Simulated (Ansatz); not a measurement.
# TiO2 under changes of volume

One of the cells (10.710 Å³/atom); the others are scaled copies at fixed shape and fractional positions:

```
Ti O
1.0
    -2.97316    3.28737    3.28740
     2.97316   -3.28737    3.28740
     2.97316    3.28737   -3.28740
Ti O
4 8
Direct
  0.00000 0.50000 0.00000
  0.00000 0.00000 0.50000
  0.49524 0.24524 0.25000
  0.50475 0.75475 0.75000
  0.69508 0.69523 0.50015
  0.69508 0.19493 0.99985
  0.80452 0.74962 0.05490
  0.19472 0.74962 0.44510
  0.80528 0.25038 0.55490
  0.30492 0.80507 0.00015
  0.19548 0.25038 0.94510
  0.30492 0.30477 0.49985
```

The cell is a database's computed one.

| Quantity | Value |
| --- | --- |
| Program | Ansatz 0.2.0 |
| Functional | PBEsol |
| Potentials or basis | Ansatz PAW |
| Cutoff | 420 eV (not typed: the program's choice for these potentials) |
| k mesh | 6 × 6 × 6 |
| Occupations | fermi-dirac, width 0.05 eV |
| Spin | no spin polarisation |

| volume (Å³/atom) | energy over the lowest point (meV/atom) | pressure (GPa) | gap on the mesh (eV) | largest force (eV/Å) |
| --- | --- | --- | --- | --- |
| 10.068 | ? | ? | ? | ? |
| 10.282 | 0.00 | 1.3 | 1.90 | 0.096 |
| 10.496 | 1.61 | -3.6 | 1.85 | 0.033 |
| 10.710 | 9.50 | -8.1 | 1.81 | 0.128 |
| 10.924 | 23.04 | -12.1 | 1.76 | 0.221 |
| 11.139 | 41.60 | -15.6 | 1.71 | 0.308 |
| 11.353 | 64.61 | -18.8 | 1.67 | 0.390 |

What does the run at 10.068 Å³/atom give?

Energy over the lowest point 5.36 meV/atom; pressure 6.8 GPa; gap on the mesh 1.96 eV; largest force 0.217 eV/Å.

Worked out: A Birch-Murnaghan fit of order 3 (a polynomial in V^(-2/3)) to the other rows has its minimum at 10.34 Å³/atom with B0 = V·E''(V) = 247 GPa and B' = 4.5 at fixed shape and positions, which overstates the stiffness. It gives 5.44 meV/atom at 10.068 Å³/atom, against the run's 5.36, and -dE/dV = 6.9 GPa, against 6.8. A straight line through the other rows of the gap, of slope -2.34 eV per unit of ln V (its deformation potential), extrapolates to 1.95 eV, against the run's 1.96.

Energies are extrapolated to zero smearing.

Caveats: the PAW data sets come from PBE, with cores solved anew for the run's functional, which leaves a small shift of forces and pressure.

A mesh can miss the band edges.
